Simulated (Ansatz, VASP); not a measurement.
This is a calculation of TiTe2 for Ansatz 0.2.0.

input.yaml

```yaml
crystal:
  lattice:
    - [3.8267030682, 0.0, 0.0]
    - [-1.9133515341, 3.3140220698, 0.0]
    - [0.0, 0.0, 6.583509806]
  atoms:
    - { symbol: Te, position: [0.3333333333, 0.6666666667, 0.7372] }
    - { symbol: Te, position: [0.6666666667, 0.3333333333, 0.2628] }
    - { symbol: Ti, position: [0.0, 0.0, 0.0] }
kpoints:
  mp_grid: { grid: [8, 8, 4] }
scf:
  occupations: { method: fermi_dirac, width: 0.05 }
hamiltonian:
  xc: lda
  pseudopotentials: { kind: all_electron, lapw: { basis_error: 0.002 } }
output:
  forces: true
  stress: true
  eigenvalues: true
```

Potentials or basis: all-electron LAPW, scalar-relativistic.

Run with:

```console
$ ansatz run input.yaml --threads 2 --pin off --max-ram 8192MiB --backend cpu --events-out ev --progress --plain --runs-dir out
```

**Question.** Translate it to VASP 6.6.1. Potentials there: VASP PAW LDA potentials, release 64 (Te, Ti_sv).

**Answer.** As run (the cutoff follows the program's own potentials):

INCAR

```
SYSTEM = TiTe2
ALGO = Normal
EDIFF = 1E-7
ENCUT = 520
ISIF = 2
ISMEAR = -1
LASPH = .True.
LCHARG = .False.
LREAL = .False.
LWAVE = .False.
NBANDS = 19
NELM = 100
PREC = Accurate
SIGMA = 0.05
```

KPOINTS

```
k-points
0
Gamma
  8 8 4
  0 0 0
```

The input POSCAR:

```
TiTe2
1.0
    3.8267030682      0.0000000000      0.0000000000
   -1.9133515341      3.3140220698      0.0000000000
    0.0000000000      0.0000000000      6.5835098060
Te Ti
2 1
Direct
    0.3333333333      0.6666666667      0.7372000000
    0.6666666667      0.3333333333      0.2628000000
    0.0000000000      0.0000000000      0.0000000000
```

Potentials or basis: VASP PAW LDA potentials, release 64 (Te, Ti_sv).

The run is started by

```bash
$ cat potpaw_LDA.64/Te/POTCAR potpaw_LDA.64/Ti_sv/POTCAR > POTCAR
$ mpirun -np 1 vasp_std > vasp.out
```

Both were run:

|  | VASP | Ansatz | Ansatz less VASP |
| --- | --- | --- | --- |
| gap on the k mesh at the Fermi level (eV) | none | none | - |
| pressure (GPa) | -6.1 | -6.1 | -0.08 |
| rms of the force components (eV/Å) | 0.273 | 0.285 | +0.0128 |

Atom by atom the forces differ by 0.013 eV/Å (rms over components). A gap of «none» marks a metal or a gap that the smearing closes. Ansatz ran all-electron here, so the differences hold the error of VASP's frozen core and of both bases.

The runs have no spin-orbit coupling, so splittings on Te are missing.
